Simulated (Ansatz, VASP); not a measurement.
Sn in VASP and in Ansatz

The input INCAR:

```
PREC = Accurate
ENCUT = 520
EDIFF = 1E-6
ISMEAR = -1
SIGMA = 0.05
LREAL = F
LASPH = T
NELM = 150
ALGO = Fast
ISIF = 2
LWAVE = F
LCHARG = F
ISPIN = 2
MAGMOM = 0.5 -0.5
LORBIT = 11
GGA = PE
IVDW = 12
NBANDS = 25
```

KPOINTS

```
Automatic mesh
0
Gamma
  7 7 7
```

File POSCAR:

```
Sn
1.0
    0.0000000000      3.2333428000      3.2333428000
    3.2333428000      0.0000000000      3.2333428000
    3.2333428000      3.2333428000      0.0000000000
Sn
2
Direct
    0.7500000000      0.7500000000      0.7500000000
    0.5000000000      0.5000000000      0.5000000000
```

The input input.yaml:

```yaml
crystal:
  lattice:
    - [0.0, 3.2333428, 3.2333428]
    - [3.2333428, 0.0, 3.2333428]
    - [3.2333428, 3.2333428, 0.0]
  atoms:
    - { symbol: Sn, position: [0.75, 0.75, 0.75], spin: 0.5 }
    - { symbol: Sn, position: [0.5, 0.5, 0.5], spin: -0.5 }
kpoints:
  mp_grid: { grid: [7, 7, 7] }
  band_path:
    path:
      - [0.0, 0.0, 0.0]
      - [0.5, 0.0, 0.5]
      - [0.5, 0.25, 0.75]
      - [0.375, 0.375, 0.75]
      - [0.0, 0.0, 0.0]
      - [0.5, 0.5, 0.5]
      - [0.625, 0.25, 0.625]
      - [0.5, 0.25, 0.75]
    npoints: 12
scf:
  occupations: { method: fermi_dirac, width: 0.05 }
hamiltonian:
  xc: pbe
  dispersion: d3bj
  pseudopotentials:
    kind: all_electron
    lapw: { basis_error: 0.002, small_component_spin: dirac_moment }
magnetization:
  spin_polarized: true
output:
  forces: true
  stress: true
  eigenvalues: true
```

This isn't the form of Sn at room conditions, which is tetragonal (white tin).

Alike in both runs: functional PBE; dispersion D3(BJ); k mesh 7 × 7 × 7; occupations fermi-dirac, width 0.05 eV; collinear spin.

|  | VASP | Ansatz |
| --- | --- | --- |
| version | VASP 6.6.1 | Ansatz 0.2.0 |
| potentials or method | VASP PAW PBE potentials, release 64 (Sn_d) | all-electron LAPW, Dirac moment of small components |
| plane-wave cutoff (eV) | 520 | see its input |
| task | single point | band structure |

|  | VASP | Ansatz | Ansatz less VASP |
| --- | --- | --- | --- |
| gap on the k mesh at the Fermi level (eV) | none | none | - |
| pressure (GPa) | 2.2 | 2.2 | +0.03 |
| net moment per atom (μB) | 0.00 | 0.00 | 0.000 |
| dispersion energy (meV/atom) | -310.9 | -311.0 | -0.10 |

A gap of «none» marks a metal or a gap that the smearing closes. Ansatz ran all-electron here, so the differences hold the error of VASP's frozen core and of both bases.

Caveats: pairwise dispersion overbinds metals, which lowers pressure and volume; spin-orbit coupling is left out, which moves the levels of the heavy elements (Ansatz); the starting moments weren't kept (Ansatz).
